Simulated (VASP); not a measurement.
# KCl (Sylvite) (Fm-3m) in VASP: notebook

One crystal, KCl (Sylvite), is run at these levels: LDA; tasks: relaxation of cell and atoms, relaxation of the atoms.

Program: VASP 6.6.1. These are calculated values, not measurements. Logs are shortened: lines on timing, memory, paths and dates and some standing lists are left out, and cuts for length are marked.

### Step 1. The structure

Symmetry: Fm-3m, No. 225, cubic system. The conventional cell has a = 6.087 Å, b = 6.087 Å, c = 6.087 Å, α = 90.00°, β = 90.00°, γ = 90.00°. K (site symmetry m-3m) has 6 Cl at 3.04 Å as nearest neighbours. Cl (site symmetry m-3m) has 6 K at 3.04 Å as nearest neighbours.

### Step 2. Relaxation of cell and atoms, LDA

INCAR

```
ALGO = Normal
EDIFF = 1E-7
EDIFFG = -0.005
ENCUT = 600
IBRION = 2
ISIF = 3
ISMEAR = 0
LASPH = True
LCHARG = False
LREAL = False
LWAVE = False
NELM = 80
NSW = 90
PREC = Accurate
SIGMA = 0.03
```

KPOINTS

```
k-points
0
Gamma
  8 8 8
```

POSCAR

```
KCl                                     
1.0
    0.0000000000      3.0435491208      3.0435491208
    3.0435491208      0.0000000000      3.0435491208
    3.0435491208      3.0435491208      0.0000000000
  K               Cl            
     1     1
Direct
     0.0000000000000000    1.0000000000000000    0.0000000000000000
     0.5000000000000000    0.5000000000000000    0.5000000000000000
```

Potentials or basis: VASP PAW LDA potentials, release 64 (K_sv, Cl).

Launch:

```console
$ cat potpaw_LDA.64/K_sv/POTCAR potpaw_LDA.64/Cl/POTCAR > POTCAR
$ mpirun -np 1 vasp_std > vasp.out
```

OUTCAR:

```text
EDIFF = 1E-7
   EDIFFG = -0.005
   ENCUT = 600
   IBRION = 2
   ISIF = 3
   ISMEAR = 0
   LASPH = True
   LREAL = False
   NELM = 80
   NSW = 90
   PREC = Accurate

 ion  position               nearest neighbor table
   1  0.000  0.000  0.000-   2 3.04   2 3.04   2 3.04   2 3.04   2 3.04   2 3.04
   2  0.500  0.500  0.500-   1 3.04   1 3.04   1 3.04   1 3.04   1 3.04   1 3.04

  LATTYP: Found a face centered cubic cell.
 ALAT       =     6.0870982416

  Lattice vectors:

 A1 = (   0.0000000000,   3.0435491208,   3.0435491208)
 A2 = (   3.0435491208,   0.0000000000,   3.0435491208)
 A3 = (   3.0435491208,   3.0435491208,   0.0000000000)

Analysis of symmetry for initial positions (statically):
=====================================================================
 Subroutine PRICEL returns:
 Original cell was already a primitive cell.

 Routine SETGRP: Setting up the symmetry group for a
 face centered cubic supercell.

 Subroutine GETGRP returns: Found 48 space group operations
 (whereof 48 operations were pure point group operations)
 out of a pool of 48 trial point group operations.

The static configuration has the point symmetry O_h .

Analysis of symmetry for dynamics (positions and initial velocities):
=====================================================================
 Subroutine PRICEL returns:
 Original cell was already a primitive cell.

 Routine SETGRP: Setting up the symmetry group for a
 face centered cubic supercell.

 Subroutine GETGRP returns: Found 48 space group operations
 (whereof 48 operations were pure point group operations)
 out of a pool of 48 trial point group operations.

The dynamic configuration has the point symmetry O_h .

 Subroutine INISYM returns: Found 48 space group operations
 (whereof 48 operations are pure point group operations),
 and found     1 'primitive' translations

----------------------------------------------------------------------------------------

                                     Primitive cell

  volume of cell :      56.3860

  direct lattice vectors                    reciprocal lattice vectors
     0.000000000  3.043549121  3.043549121    -0.164281889  0.164281889  0.164281889
     3.043549121  0.000000000  3.043549121     0.164281889 -0.164281889  0.164281889
     3.043549121  3.043549121  0.000000000     0.164281889  0.164281889 -0.164281889

  length of vectors
     4.304228444  4.304228444  4.304228444     0.284544579  0.284544579  0.284544579

  position of ions in fractional coordinates (direct lattice)
     0.000000000  0.000000000  0.000000000
     0.500000000  0.500000000  0.500000000

  ion indices of the primitive-cell ions
   primitive index   ion index
                 1           1
                 2           2

----------------------------------------------------------------------------------------

 KPOINTS: k-points

Automatic generation of k-mesh.
 Grid dimensions read from file:
 generate k-points for:    8    8    8

 Generating k-lattice:

  Cartesian coordinates                     Fractional coordinates (reciprocal lattice)
    -0.020535236  0.020535236  0.020535236     0.125000000  0.000000000  0.000000000
     0.020535236 -0.020535236  0.020535236     0.000000000  0.125000000  0.000000000
     0.020535236  0.020535236 -0.020535236     0.000000000  0.000000000  0.125000000

  Length of vectors
     0.035568072  0.035568072  0.035568072

  Shift w.r.t. Gamma in fractional coordinates (k-lattice)
     0.000000000  0.000000000  0.000000000

 Subroutine IBZKPT returns following result:
 ===========================================

 Found     29 irreducible k-points:

 Following reciprocal coordinates:
            Coordinates               Weight
  0.000000  0.000000  0.000000      1.000000
  0.125000  0.000000  0.000000      8.000000
  0.250000  0.000000  0.000000      8.000000
  0.375000  0.000000  0.000000      8.000000
  0.500000  0.000000  0.000000      4.000000
  0.125000  0.125000  0.000000      6.000000
[... 16 lines left out ...]
  0.500000  0.250000  0.125000     48.000000
 -0.375000  0.250000  0.125000     24.000000
 [... further k-points ...]
   k-points           NKPTS =     29   k-points in BZ     NKDIM =     29   number of bands    NBANDS=     12
   number of dos      NEDOS =    301   number of ions     NIONS =      2
   total plane-waves  NPLWV =  46656
   dimension x,y,z NGX =    36 NGY =   36 NGZ =   36
   dimension x,y,z NGXF=    72 NGYF=   72 NGZF=   72
   ions per type =               1   1
   NGX,Y,Z   is equivalent  to a cutoff of  13.90, 13.90, 13.90 a.u.
   NGXF,Y,Z  is equivalent  to a cutoff of  27.81, 27.81, 27.81 a.u.
 SYSTEM =  unknown system
   PREC   = accura    normal or accurate (medium, high low for compatibility)
   ISTART =      0    job   : 0-new  1-cont  2-samecut
   ICHARG =      2    charge: 1-file 2-atom 10-const
   ISPIN  =      1    spin polarized calculation?
   LNONCOLLINEAR =      F non collinear calculations
   LSORBIT =      F    spin-orbit coupling
   LASPH  =      T    aspherical Exc in radial PAW
   ENCUT  =  600.0 eV  44.10 Ry    6.64 a.u.   8.60  8.60  8.60*2*pi/ulx,y,z
   NELM   =     80;   NELMIN=  2; NELMDL= -5     # of ELM steps
   EDIFF  = 0.1E-06   stopping-criterion for ELM
   LREAL  =      F    real-space projection
   EDIFFG = -.5E-02   stopping-criterion for IOM
   NSW    =     90    number of steps for IOM
   IBRION =      2    ionic relax: 0-MD 1-quasi-New 2-CG
   NFREE  =      1    steps in history (QN), initial steepest desc. (CG)
   ISIF   =      3    stress and relaxation
   ISYM   =      2    0-nonsym 1-usesym 2-fastsym
   POTIM  = 0.5000    time-step for ionic-motion
   TEBEG  =    0.0;   TEEND  =   0.0 temperature during run
   PSTRESS=    0.0 pullay stress
   NELECT =      16.0000    total number of electrons
   NUPDOWN=      -1.0000    fix difference up-down
   EMIN   =  10.00;   EMAX   =-10.00  energy-range for DOS
   EFERMI =   0.00;   METHOD = LEGACY
   ISMEAR =     0;   SIGMA  =   0.03  broadening in eV -4-tet -1-fermi 0-gaus
   EFERMI_NEDOS =   21; number of points for ismear=-14 and -15
   IALGO  =     38    algorithm
   IMIX   =      4    mixing-type and parameters
     AMIX     =   0.40;   BMIX     =  1.00
     AMIX_MAG =   1.60;   BMIX_MAG =  1.00
  volume/ion in A,a.u.               =      28.19       190.26
  Fermi-wavevector in a.u.,A,eV,Ry     =   1.075783  2.032934 15.746134  1.157308
  Thomas-Fermi vector in A             =   2.211649
   LORBIT       =      0    0 simple, 1 ext, 2 COOP (PROOUT), +10 PAW based schemes
   GGA     = CA    functional components
   LHFCALC =     F    Hartree Fock is set to
   AEXX    =    0.0000 exact exchange contribution
   IVDW    =     0    specifies the selected vdW correction
   LEPSILON=     F    determine dielectric tensor
   LRPA    =     F    only Hartree local field effects (RPA)
 conjugate gradient relaxation of ions
 non-spin polarized calculation
 Gauss-broadening in eV      SIGMA  =   0.03
  energy-cutoff  :      600.00
  volume of cell :       56.39
 maximum number of plane-waves:      1895
 NGX is ok and might be reduce to    36
   NGX = 17   NGY = 17   NGZ = 17

 number of electron      16.0000000 magnetization

 Free energy of the ion-electron system (eV)
  ---------------------------------------------------
  ext. energy  EPLUGINS =         0.00000000
  ---------------------------------------------------
  free energy    TOTEN  =        -7.40817985 eV

  energy without entropy =       -7.40817985  energy(sigma->0) =       -7.40817985

 E-fermi :  -1.4856     XC(G=0):  -8.5298

 val. band max:       -1.6475190395   @ k =   0.0000   0.0000   0.0000
 cond. band min:       3.4487011053   @ k =   0.0000   0.0000   0.0000
 fundamental gap:      5.0962201449
 Fermi energy:        -1.4855637613

 k-point     1 :       0.0000    0.0000    0.0000
  band No.  band energies     occupation
      1     -28.2614      2.00000
      2     -13.7995      2.00000
      3     -11.9618      2.00000
      4     -11.9618      2.00000
      5     -11.9618      2.00000
      6      -1.6475      2.00000
      7      -1.6475      2.00000
      8      -1.6475      2.00000
      9       3.4487      0.00000
     10       6.4624      0.00000
     11       6.4624      0.00000
     12       6.4624      0.00000

 k-point     2 :       0.1250    0.0000    0.0000
  band No.  band energies     occupation
      1     -28.2585      2.00000
      2     -13.8404      2.00000
      3     -11.9638      2.00000
      4     -11.9638      2.00000
      5     -11.9106      2.00000
      6      -1.8935      2.00000
      7      -1.7172      2.00000
      8      -1.7172      2.00000
      9       3.8752      0.00000
     10       6.3375      0.00000
     11       6.6821      0.00000
     12       6.6821      0.00000

 k-point     3 :       0.2500    0.0000    0.0000
  band No.  band energies     occupation
      1     -28.2515      2.00000
      2     -13.9315      2.00000
      3     -11.9684      2.00000
      4     -11.9684      2.00000
      5     -11.7937      2.00000
      6      -2.3950      2.00000
      7      -1.8774      2.00000
      8      -1.8774      2.00000
      9       4.8220      0.00000
     10       6.2901      0.00000
     11       7.3068      0.00000
     12       7.3068      0.00000
[... 286 lines left out ...]
 k-point    23 :       0.5000    0.2500    0.1250
  band No.  band energies     occupation
      1     -28.2409      2.00000
      2     -13.9252      2.00000
      3     -12.0466      2.00000
      4     -11.9987      2.00000
      5     -11.7760      2.00000
      6      -2.6608      2.00000
      7      -2.0843      2.00000
      8      -2.0179      2.00000
      9       5.7711      0.00000
     10       6.2878      0.00000
     11       8.3802      0.00000
     12       8.6350      0.00000

 k-point    24 :      -0.3750    0.2500    0.1250
  band No.  band energies     occupation
      1     -28.2386      2.00000
      2     -13.9308      2.00000
      3     -12.0495      2.00000
      4     -12.0142      2.00000
      5     -11.7647      2.00000
      6      -2.6950      2.00000
      7      -2.1485      2.00000
      8      -2.0785      2.00000
      9       6.0487      0.00000
     10       6.5896      0.00000
     11       8.5725      0.00000
     12       8.6217      0.00000

 [... further k-points ...]

------------------------ aborting loop because EDIFF is reached ----------------------------------------

  FORCE on cell =-STRESS in cart. coord.  units (eV):
  Direction    XX          YY          ZZ          XY          YZ          ZX
  --------------------------------------------------------------------------------------
  -------------------------------------------------------------------------------------
  Total       -0.0007027     -0.0007027     -0.0007027     -0.0000000     -0.0000000      0.0000000
  in kB       -0.0199666     -0.0199666     -0.0199666     -0.0000000     -0.0000000      0.0000000
  external PRESSURE =      -0.0199666 kB  Pullay stress =       0.0000000 kB

 VOLUME and BASIS-vectors are now :
 -----------------------------------------------------------------------------
  energy-cutoff  :      600.00
  volume of cell :       56.39
      direct lattice vectors                 reciprocal lattice vectors
     0.000000000  3.043549121  3.043549121    -0.164281889  0.164281889  0.164281889
     3.043549121  0.000000000  3.043549121     0.164281889 -0.164281889  0.164281889
     3.043549121  3.043549121  0.000000000     0.164281889  0.164281889 -0.164281889

 POSITION                                       TOTAL-FORCE (eV/Angst)
 -----------------------------------------------------------------------------------
      0.00000      0.00000      0.00000        -0.000000      0.000000     -0.000000
      3.04355      3.04355      3.04355         0.000000     -0.000000      0.000000
 -----------------------------------------------------------------------------------
    total drift:                                0.000000      0.000000      0.000000

  FREE ENERGIE OF THE ION-ELECTRON SYSTEM (eV)
  ---------------------------------------------------
  free  energy   TOTEN  =        -7.4081798505 eV

  energy  without entropy=       -7.4081798505  energy(sigma->0) =       -7.40817985

 reached required accuracy - stopping structural energy minimisation
```

Wall time 12 s (1 thread of Intel Xeon Platinum 8488C (Sapphire Rapids), shared host); peak memory 0.17 GiB.

Results:

- Free energy: -7.4082 eV
- Pressure after relaxing: 0.0 GPa
- Band gap on the k mesh: 5.10 eV, direct

Final structure:
```yaml
crystal:
  lattice:
    - [0.00000, 3.04355, 3.04355]
    - [3.04355, 0.00000, 3.04355]
    - [3.04355, 3.04355, 0.00000]
  atoms:
    - { symbol: K, position: [0.00000, 0.00000, 0.00000] }
    - { symbol: Cl, position: [0.50000, 0.50000, 0.50000] }
```

Levels at points of the mesh, in eV from the valence-band top:
```csv
k point,band 6,band 7,band 8,band 9,band 10,band 11
"(0.00, 0.00, 0.00)",0.00,0.00,0.00,5.10,8.11,8.11
"(0.50, 0.00, 0.00)",-1.33,-0.44,-0.44,7.47,8.64,10.59
"(0.50, 0.50, 0.00)",-0.76,-0.25,-0.25,6.05,8.44,10.23
```

Caveat: the relaxation stopped at its first step, so nothing moved. As with any semilocal functional, this LDA gap is likely too small.

(Continued in part 2 of 2.)
